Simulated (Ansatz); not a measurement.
# W2CF2 MXene monolayer in a perpendicular field, part 3 of 4

Wanted: the out-of-plane response of the W2CF2 MXene monolayer. A positive field points along +c.

Ansatz 0.2.0; plane-wave DFT, PBE-D3(BJ), Ansatz PAW (set soft_1); PAW set soft_1 (the session's first sound run).

So far. Step 8 (Atoms held, field 0.35 V/Å): The dipole is 0.0916 e·Å. Step 9 (Response, atoms held): The induced dipole is that of a conductor 5.04 Å thick.

## Step 10: Field on, atoms free, field 0.1 V/Å

This step: plane-wave DFT, PBE-D3(BJ), Ansatz PAW (set soft_1); PAW set soft_1 (Ansatz 0.2.0).

Now the atoms may follow the field. A weak field makes forces of meV/Å to tens of meV/Å, so the force tolerance is set well below the usual one.

Input file input.yaml:

```yaml
crystal:
  lattice:
    - [3.2905098428, 0.0, 0.0]
    - [-1.6452549214, 2.8496651153, 0.0]
    - [0.0, 0.0, 22.5637472058]
  atoms:
    - { symbol: F, position: [0.3333333333, 0.6666666667, 0.3988699181] }
    - { symbol: W, position: [0.6666666667, 0.3333333333, 0.4589301041] }
    - { symbol: C, position: [0.0, 0.0, 0.5] }
    - { symbol: W, position: [0.3333333333, 0.6666666667, 0.5410698959] }
    - { symbol: F, position: [0.6666666667, 0.3333333333, 0.6011300819] }
kpoints:
  mp_grid: { grid: [12, 12, 1] }
hamiltonian:
  xc: pbe
  dispersion: d3bj
  pseudopotentials: { kind: paw, azcp: { folder: soft_1 } }
scf:
  occupations: { method: fermi_dirac, width: 0.05 }
  convergence: { dr2_threshold: 1.0e-10 }
efield:
  axis: 3
  dipole_correction: true
  ramp_position: 0.9233
  ramp_width: 0.1533
  amplitude: 0.1
relax:
  f_tol: 0.001
  max_steps: 60
output:
  write_potential: true
  write_density: true
  volumetric_format: npy
```

On the command line:

```
> ansatz run input.yaml --threads 4 --pin off --max-ram 6144MiB --backend cpu --events-out ev --progress --plain --runs-dir out
```

Numbers of over 12 decimals in the logs are rounded to 6 here.

Log:

```text
[...]
Crystal: 5 atoms, lattice volume = 211.577 Å³
Basis set: ecut = 420 eV, 4227 PW (Γ), exchange–correlation on 48×48×320 points (8 copies of the dense FFT grid, shifted against one another)
Bands: 28, of which v1, the nominal top of the filled ones, is band 23 counted from 1 (22 counted from 0)
Symmetry: 6 space group operations
k-points: 19 of 144 (time reversal used)
[...]
SCF iter   1: F=—  HF=-22643.094255 eV  |F-HF|=—  |Δ(HF+E_count)|=         —  Δρ=6.95e-2  dr2=1.58e1  ethr=3.10e-3  p=0.030 e·Å  D=2.55e-2 V/Å  ΔV_dip=-0.58 eV  dr2_dipole=1.31e-4  V_vac-E_F(+/−)=6.81/5.55 eV  ⟨swp⟩=9.1  Hψ=2979  notcnv=0
[...]
SCF iter  13: F=-22638.836482 eV  HF=-22638.836482 eV  |F-HF|=5.20e-10  |Δ(HF+E_count)|=   8.06e-9  Δρ=1.85e-7  dr2=4.44e-11  ethr=1.00e-12  p=0.026 e·Å  D=2.24e-2 V/Å  ΔV_dip=-0.50 eV  dr2_dipole=1.20e-12  V_vac-E_F(+/−)=4.94/3.61 eV  ⟨swp⟩=8.8  Hψ=3355  notcnv=0
SCF 1 converged in 13 iterations: F = -22638.836482 eV  dr2 = 4.44e-11
[...]
relax step   1: F+E_penalty+E_count = -22638.83648185 eV  Δ(F+E_penalty+E_count) = +0.000e0 eV  max|allowed force component| = 3.322e-2 eV/Å  Δτ_max = 0.0000 Å  (13 SCF iters, accepted)
[...]
SCF iter   9: F=-22638.836602 eV  HF=-22638.836602 eV  |F-HF|=1.09e-11  |Δ(HF+E_count)|=  3.64e-12  Δρ=1.11e-7  dr2=2.63e-11  ethr=1.00e-12  p=0.030 e·Å  D=2.53e-2 V/Å  ΔV_dip=-0.57 eV  dr2_dipole=1.04e-12  V_vac-E_F(+/−)=4.91/3.64 eV  ⟨swp⟩=8.0  Hψ=3000  notcnv=0
SCF 2 converged in 9 iterations: F = -22638.836602 eV  dr2 = 2.63e-11
relax step   2: F+E_penalty+E_count = -22638.83660240 eV  Δ(F+E_penalty+E_count) = -1.206e-4 eV  max|allowed force component| = 1.025e-2 eV/Å  Δτ_max = 0.0032 Å  (9 SCF iters, accepted)
SCF iter   1: F=—  HF=-22638.836721 eV  |F-HF|=—  |Δ(HF+E_count)|=         —  Δρ=1.01e-4  dr2=5.97e-5  ethr=8.02e-7  p=0.030 e·Å  D=2.53e-2 V/Å  ΔV_dip=-0.57 eV  dr2_dipole=3.29e-7  V_vac-E_F(+/−)=4.91/3.64 eV  ⟨swp⟩=1.4  Hψ=879  notcnv=0
[...]
SCF iter   8: F=-22638.836617 eV  HF=-22638.836617 eV  |F-HF|=6.55e-11  |Δ(HF+E_count)|=  6.11e-10  Δρ=7.75e-8  dr2=1.33e-11  ethr=1.00e-12  p=0.029 e·Å  D=2.46e-2 V/Å  ΔV_dip=-0.56 eV  dr2_dipole=9.43e-13  V_vac-E_F(+/−)=4.92/3.63 eV  ⟨swp⟩=8.0  Hψ=3072  notcnv=0
SCF 3 converged in 8 iterations: F = -22638.836617 eV  dr2 = 1.33e-11
relax step   3: F+E_penalty+E_count = -22638.83661661 eV  Δ(F+E_penalty+E_count) = -1.421e-5 eV  max|allowed force component| = 4.466e-3 eV/Å  Δτ_max = 0.0008 Å  (8 SCF iters, accepted)
[...]
relax step   4: F+E_penalty+E_count = -22638.83661758 eV  Δ(F+E_penalty+E_count) = -9.683e-7 eV  max|allowed force component| = 2.476e-3 eV/Å  Δτ_max = 0.0002 Å  (6 SCF iters, accepted)
SCF iter   1: F=—  HF=-22638.836713 eV  |F-HF|=—  |Δ(HF+E_count)|=         —  Δρ=3.11e-5  dr2=8.65e-6  ethr=1.88e-7  p=0.029 e·Å  D=2.46e-2 V/Å  ΔV_dip=-0.56 eV  dr2_dipole=1.15e-6  V_vac-E_F(+/−)=4.92/3.63 eV  ⟨swp⟩=1.0  Hψ=836  notcnv=0
[...]
SCF iter   6: F=-22638.836618 eV  HF=-22638.836618 eV  |F-HF|=1.46e-11  |Δ(HF+E_count)|=  7.64e-11  Δρ=2.25e-7  dr2=7.72e-11  ethr=1.00e-12  p=0.029 e·Å  D=2.47e-2 V/Å  ΔV_dip=-0.56 eV  dr2_dipole=1.79e-12  V_vac-E_F(+/−)=4.92/3.64 eV  ⟨swp⟩=8.3  Hψ=3255  notcnv=0
SCF 5 converged in 6 iterations: F = -22638.836618 eV  dr2 = 7.72e-11
relax step   5: F+E_penalty+E_count = -22638.83661804 eV  Δ(F+E_penalty+E_count) = -4.638e-7 eV  max|allowed force component| = 5.497e-4 eV/Å  Δτ_max = 0.0003 Å  (6 SCF iters, accepted)
[...]
the band table was solved once a step of the walk had ended and its energy, with any forces and stress, was formed, with the checks that follow a solve (2788 applications of the Hamiltonian). They found nothing against the state; the energy, forces and stress were not computed again (output.eigenvalues in the input reference)
[...]
SCF converged after 6 iterations
Free energy (F): -22638.836618 eV
[...]
Internal energy: -22638.829561 eV  (E = F + TS)
E sigma→0 (E₀):  -22638.833089 eV
Entropy (-TS):   -0.007057 eV (-1.411 meV/atom)
Fermi energy:    1.306170 eV
Dipole field:    D = 0.024680 V/Å  (p = 0.028857 e·Å, saw-weighted, corrected)
Work function:   not extracted (applied field tilts the vacuum); planar V_es + V_field profile in the machine report
[...]
--- Forces (eV/Å), atoms counted from 1 ---
  atom   1  F      0.00000000    -0.00000000    -0.00005792
  atom   2  W     -0.00000000     0.00000000    -0.00051215
  atom   3  C      0.00000000    -0.00000000     0.00001532
  atom   4  W      0.00000000    -0.00000000     0.00055099
  atom   5  F     -0.00000000     0.00000000     0.00001021
  max |Σ_I F_I| component: 6.46e-6 eV/Å
--- Band table (eV; the first three rows and the last of 19) ---
  k-point 0: bands = [... 19 lower, -4.1121, -2.1144, -2.1144, 0.7954, 1.1359, 2.2099, 2.2099, 3.1271, ... 1 higher]
  k-point 1: bands = [... 19 lower, -4.0853, -2.1738, -1.9667, 0.8456, 1.4244, 2.0286, 2.2102, 2.6870, ... 1 higher]
  k-point 2: bands = [... 19 lower, -4.0374, -2.3263, -1.5760, 0.7784, 1.6526, 2.2377, 2.2952, 2.3896, ... 1 higher]
  k-point 18: bands = [... 19 lower, -3.6562, -1.0085, -0.7865, -0.7717, 2.4642, 2.4738, 3.5781, 4.1586, ... 1 higher]
--- Relaxed structure (5 steps of the walk, 5 accepted, 0 SCFs on fresh bases) ---
  F+E_penalty+E_count = -22638.83661804 eV   max|allowed force component| = 5.497e-4 eV/Å
  atoms:
    - { symbol: F, position: [0.333333, 0.666667, 0.398766] }
    - { symbol: W, position: [0.666667, 0.333333, 0.459014] }
    - { symbol: C, position: [0, 0, 0.500037] }
    - { symbol: W, position: [0.333333, 0.666667, 0.541153] }
    - { symbol: F, position: [0.666667, 0.333333, 0.601030] }
```

Run time: 13 s. Hardware: 4 threads of Arm Neoverse V1, shared host; peak memory 0.49 GiB; 48 s of CPU time.

No atom moved by 0.005 Å in the relaxation.

This step gave:

| Item | Value |
| --- | --- |
| energy at zero smearing | -22638.8331 eV |
| dipole along the normal | 0.02886 e·Å |

The relaxation took 5 steps and lowered the energy by 1.4e-4 eV; the largest force on the free atoms ends at 5.5e-4 eV/Å.

The dipole is 0.0289 e·Å.

## Step 11: Relaxing in the field, field -0.1 V/Å

The opposite sign, again from the field-free geometry; the difference of the two cancels what relaxes without a field.

input.yaml: that of step 10 with these lines changed.

```diff
@@ -25,3 +25,3 @@
   ramp_width: 0.1533
-  amplitude: 0.1
+  amplitude: -0.1
 relax:
```

Log:

```text
[...]
Crystal: 5 atoms, lattice volume = 211.577 Å³
Basis set: ecut = 420 eV, 4227 PW (Γ), exchange–correlation on 48×48×320 points (8 copies of the dense FFT grid, shifted against one another)
Bands: 28, of which v1, the nominal top of the filled ones, is band 23 counted from 1 (22 counted from 0)
Symmetry: 6 space group operations
k-points: 19 of 144 (time reversal used)
[...]
--- Relaxed structure (5 steps of the walk, 5 accepted, 0 SCFs on fresh bases) ---
  F+E_penalty+E_count = -22638.83661804 eV   max|allowed force component| = 5.476e-4 eV/Å
  atoms:
    - { symbol: F, position: [0.333333, 0.666667, 0.398970] }
    - { symbol: W, position: [0.666667, 0.333333, 0.458847] }
    - { symbol: C, position: [0, 0, 0.499963] }
    - { symbol: W, position: [0.333333, 0.666667, 0.540986] }
    - { symbol: F, position: [0.666667, 0.333333, 0.601234] }
[key lines of the parts left out:]
SCF converged after 6 iterations
Free energy (F): -22638.836618 eV
Fermi energy:    1.306000 eV
Dipole field:    D = -0.024679 V/Å  (p = -0.028856 e·Å, saw-weighted, corrected)
```

It took 13 s on 4 threads; peak memory 0.49 GiB; 48 s of CPU time.

No atom moved by 0.005 Å in the relaxation.

This step gave:

* dipole along the normal: -0.02886 e·Å

The relaxation took 5 steps and lowered the energy by 1.4e-4 eV; the largest force on the free atoms ends at 5.5e-4 eV/Å.

The dipole is -0.0289 e·Å.

## Step 12: Response, atoms relaxed

This step: plane-wave DFT, PBE-D3(BJ), Ansatz PAW (set soft_1); response to a field along the normal, atoms relaxed; PAW set soft_1 (Ansatz 0.2.0).

The same analysis on the two relaxed runs holds the ionic part too; their mesh is coarser, so small differences from the held value can come from that.

Numbers from this step:

```yaml
equivalent_conductor_thickness_p_eps_0ae: 5.569 Å
```

Table of dipole of the cell by applied field:

```csv
applied field (V/Å),dipole of the cell (e·Å)
-0.1000,-0.0289
0.1000,0.0289
```

Local field over the applied field, running mean. From the potentials at -0.1 and 0.1 V/Å; running mean over 2.5 Å. Local field over applied field against z:

```csv
z (Å),local field over applied field
4.5,1.000
5.0,1.000
5.5,0.998
6.0,0.994
6.5,0.979
7.0,0.897
7.5,0.784
8.0,0.836
8.5,0.679
9.0,0.351
9.5,0.164
10.0,0.105
10.5,-0.0898
11.0,-0.192
11.5,-0.180
12.0,-0.128
12.5,0.0957
13.0,0.160
13.5,0.318
14.0,0.628
14.5,0.840
15.0,0.789
15.5,0.870
16.0,0.975
16.5,0.993
17.0,0.998
17.5,0.999
18.0,1.000
```

Electrons, planar mean, per unit field. Table of induced electron density by z:

```csv
z (Å),induced electron density (e/Å³ per V/Å)
5.0,2.0e-6
5.5,6.1e-6
6.0,2.0e-5
6.5,7.0e-5
7.0,2.6e-4
7.5,0.00103
8.0,0.00492
8.5,0.0295
9.0,-2.3e-4
9.5,-0.0402
10.0,-0.0299
10.5,0.00721
11.0,0.0177
11.5,-0.0137
12.0,-0.0116
12.5,0.0251
13.0,0.0383
13.5,0.0131
14.0,-0.0351
14.5,-0.00612
15.0,-0.00124
15.5,-3.1e-4
16.0,-8.3e-5
16.5,-2.3e-5
17.0,-7.1e-6
17.5,-2.2e-6
```

The induced dipole is that of a conductor 5.57 Å thick.

## Step 13: With spin-orbit coupling, k-mesh 12×12×1

This step: plane-wave DFT, PBE, fully relativistic PAW with spin-orbit coupling; PAW set soft_1 (Ansatz 0.2.0).

Heavy atoms split their bands by spin-orbit coupling, so this run uses fully relativistic files and two-component states.

input.yaml, the sections that differ from step 11:

```yaml
kpoints:
  mp_grid: { grid: [12, 12, 1] }
  band_path:
    path: [[0, 0, 0], [0.5, 0, 0], [0.33333333, 0.33333333, 0], [0, 0, 0]]
    npoints: 16
hamiltonian:
  xc: pbe
  pseudopotentials: { kind: paw_fr, azcp: { folder: soft_1 } }
magnetization:
  noncollinear: true
  spin_orbit: true
scf:
  occupations: { method: fermi_dirac, width: 0.05 }
  convergence: { dr2_threshold: 1.0e-09 }
efield:
  axis: 3
  dipole_correction: true
  ramp_position: 0.97
  ramp_width: 0.06
  amplitude: 0
# crystal, output: as in step 11
# relax: removed
```

Log:

```text
[...]
non-collinear run that drives no moment, with spin-orbit: no starting moment large enough to seed its density (crystal.atoms[].spin), no starting occupations that ask for one, no magnetisation constraint and no magnetic field, so the semilocal B_xc is pinned to zero
Crystal: 5 atoms, lattice volume = 211.577 Å³
Basis set: ecut = 420 eV, 4227 PW (Γ)
Bands: 56, of which v1, the nominal top of the filled ones, is band 46 counted from 1 (45 counted from 0)
Symmetry: 6 space group operations + 6 with time reversal
k-points: 19 of 144 (time reversal used)
Projection manifold: j_resolved (fully-relativistic pseudo-atomic orbitals)
[...]
SCF iter   1: F=—  HF=-22691.487346 eV  |F-HF|=—  |Δ(HF+E_count)|=         —  Δρ=6.99e-2  dr2=1.61e1  dr2_m=0.00e0 (ungated)  ethr=3.10e-3  |M|=0.00e0 ∫|m|=0.00e0 μB  |m|>n=0.0e0 m-floor=0.0e0 τ_xc=0.0e0  β_m=1.00  p=0.000 e·Å  D=3.65e-14 V/Å  ΔV_dip=-0.00 eV  dr2_dipole=6.11e-9  V_vac-E_F(+/−)=6.17/6.17 eV  ⟨swp⟩=8.8  Hψ=5832  notcnv=0
[...]
spin=Noncollinear: LDOS preconditioning applied to the charge; magnetization (m_x, m_y, m_z) channels mix plain (no charge-response kernel on spin).
SCF iter   2: F=—  HF=-22695.716960 eV  |F-HF|=—  |Δ(HF+E_count)|=    4.23e0  Δρ=1.06e-1  dr2=3.26e1  dr2_m=0.00e0 (ungated)  ethr=3.10e-3  |M|=0.00e0 ∫|m|=0.00e0 μB  |m|>n=0.0e0 m-floor=0.0e0 τ_xc=0.0e0  β_m=0.50  p=-0.000 e·Å  D=-2.90e-5 V/Å  ΔV_dip=0.00 eV  dr2_dipole=1.35e-5  V_vac-E_F(+/−)=2.50/2.50 eV  ⟨swp⟩=4.9  Hψ=3306  notcnv=0  defer=38
[...]
SCF iter  13: F=-22687.154942 eV  HF=-22687.154942 eV  |F-HF|=1.96e-10  |Δ(HF+E_count)|=   1.35e-9  Δρ=2.90e-7  dr2=3.53e-10  dr2_m=0.00e0 (ungated)  ethr=2.17e-12  |M|=0.00e0 ∫|m|=0.00e0 μB  |m|>n=0.0e0 m-floor=0.0e0 τ_xc=0.0e0  p=-0.000 e·Å  D=-9.46e-8 V/Å  ΔV_dip=0.00 eV  dr2_dipole=2.81e-11  V_vac-E_F(+/−)=4.35/4.35 eV  ⟨swp⟩=8.1  Hψ=3411  notcnv=0
SCF 1 converged in 13 iterations: F = -22687.154942 eV  dr2 = 3.53e-10
[...]
SCF converged after 13 iterations
Magnetization: |M| = 0.0000 μB,  M = (+0.0000, +0.0000, +0.0000) μB
Absolute magnetization: 0.0000 μB (∫|m|)
  site 0: m = (+0.0000, +0.0000, +0.0000) μB, |m| = 0.0000 μB  (R = 0.96 Å)
  site 1: m = (+0.0000, +0.0000, +0.0000) μB, |m| = 0.0000 μB  (R = 0.87 Å)
  site 2: m = (+0.0000, +0.0000, +0.0000) μB, |m| = 0.0000 μB  (R = 0.87 Å)
  site 3: m = (+0.0000, +0.0000, +0.0000) μB, |m| = 0.0000 μB  (R = 0.87 Å)
  site 4: m = (+0.0000, +0.0000, +0.0000) μB, |m| = 0.0000 μB  (R = 0.96 Å)
Free energy (F): -22687.154942 eV
[...]
Internal energy: -22687.149408 eV  (E = F + TS)
E sigma→0 (E₀):  -22687.152175 eV
Entropy (-TS):   -0.005534 eV (-1.107 meV/atom)
Fermi energy:    1.272399 eV
Dipole field:    D = -0.000007 V/Å  (p = -0.000008 e·Å, saw-weighted, corrected)
Work function:   Φ+ = 4.3471 eV   Φ− = 4.3469 eV
[...]
--- Band table (eV; the first three rows and the last of 19) ---
  k-point 0: bands = [... 42 lower, -2.1309, -2.1309, 0.8043, 0.8043, 1.1032, 1.1032, 2.1794, 2.1794, ... 6 higher]
  k-point 1: bands = [... 42 lower, -1.9842, -1.9842, 0.8318, 0.8318, 1.3971, 1.3971, 2.0578, 2.0578, ... 6 higher]
  k-point 2: bands = [... 42 lower, -1.5931, -1.5931, 0.7388, 0.7388, 1.7398, 1.7398, 2.1342, 2.1342, ... 6 higher]
  k-point 18: bands = [... 42 lower, -0.8755, -0.8755, -0.6764, -0.6764, 2.3391, 2.3391, 2.6015, 2.6015, ... 6 higher]
```

Wall time 59 s (4 threads); peak memory 1.3 GiB; 3.8 min of CPU time.

This step gave:

```
energy at zero smearing   : -22687.1522 eV
work function, upper face : 4.347 eV
dipole along the normal   : -8.22e-6 e·Å
```

Electronic bands along the path, in eV, zero at the Fermi level:

```csv
point,band 43,band 44,band 45,band 46,band 47,band 48,band 49,band 50
Γ,-3.40,-3.40,-0.47,-0.47,-0.17,-0.17,0.91,0.91
halfway,-2.32,-2.32,-0.74,-0.74,0.48,0.48,1.05,1.05
M,-0.83,-0.83,-0.10,-0.10,0.14,0.14,1.07,1.07
halfway,-1.55,-1.55,-0.87,-0.87,0.91,0.91,1.20,1.20
K,-2.15,-2.15,-1.95,-1.95,1.07,1.07,1.33,1.33
halfway,-2.72,-2.72,-0.30,-0.30,0.38,0.38,0.91,0.91
Γ,-3.40,-3.40,-0.47,-0.47,-0.17,-0.17,0.91,0.91
```

The work function of the upper face is 4.35 eV.

## Step 14: With spin-orbit coupling, k-mesh 12×12×1, field -0.2 V/Å

The same in a field along the normal.

input.yaml: that of step 13 with these lines changed.

```diff
@@ -13,5 +13,3 @@
   mp_grid: { grid: [12, 12, 1] }
-  band_path:
-    path: [[0, 0, 0], [0.5, 0, 0], [0.33333333, 0.33333333, 0], [0, 0, 0]]
-    npoints: 16
+  band_path: { path: [[0, 0, 0], [0.12, 0, 0]], npoints: 24 }
 hamiltonian:
@@ -28,5 +26,5 @@
   dipole_correction: true
-  ramp_position: 0.97
-  ramp_width: 0.06
-  amplitude: 0
+  ramp_position: 0.9233
+  ramp_width: 0.1533
+  amplitude: -0.2
 output:
```

Log:

```text
[...]
Crystal: 5 atoms, lattice volume = 211.577 Å³
Basis set: ecut = 420 eV, 4227 PW (Γ)
Bands: 56, of which v1, the nominal top of the filled ones, is band 46 counted from 1 (45 counted from 0)
Symmetry: 6 space group operations + 6 with time reversal
k-points: 19 of 144 (time reversal used)
[...]
k-point 0: bands = [... 42 lower, -2.1329, -2.1329, 0.8003, 0.8003, 1.1022, 1.1022, 2.1775, 2.1775, ... 6 higher]
  k-point 1: bands = [... 42 lower, -1.9864, -1.9859, 0.8243, 0.8340, 1.3810, 1.4082, 2.0525, 2.0579, ... 6 higher]
  k-point 2: bands = [... 42 lower, -1.5953, -1.5947, 0.7349, 0.7387, 1.7358, 1.7397, 2.1075, 2.1508, ... 6 higher]
  k-point 18: bands = [... 42 lower, -0.8836, -0.8712, -0.6836, -0.6730, 2.3348, 2.3394, 2.5972, 2.6019, ... 6 higher]
[key lines of the parts left out:]
SCF converged after 13 iterations
Magnetization: |M| = 0.0000 μB,  M = (+0.0000, +0.0000, +0.0000) μB
Free energy (F): -22687.160158 eV
Fermi energy:    1.270013 eV
Dipole field:    D = -0.044615 V/Å  (p = -0.052166 e·Å, saw-weighted, corrected)
```

Elapsed: 48 s, on 4 threads; peak memory 1.3 GiB; 3.1 min of CPU time.

Numbers from this step:

```yaml
energy_at_zero_smearing: -22687.1574 eV
dipole_along_the_normal: -0.05217 e·Å
```

The dipole is -0.0522 e·Å.

[end of part 3 of 4]

[Logs are printed without paths, hosts, clocks, repeated set-up lines and the standing remarks that a program may print on its own settings, such as how far it seeks lower states.]

[Hosts, paths, dates, database ids (printed as entryN), source tags and the programs' standing remarks are cut or masked in the printed files.]

[Maps of the electrostatic potential energy from Ansatz leave out the sawtooth potential of an applied field or a dipole correction, so their vacuum need not be flat; planar profiles and work functions include it.]
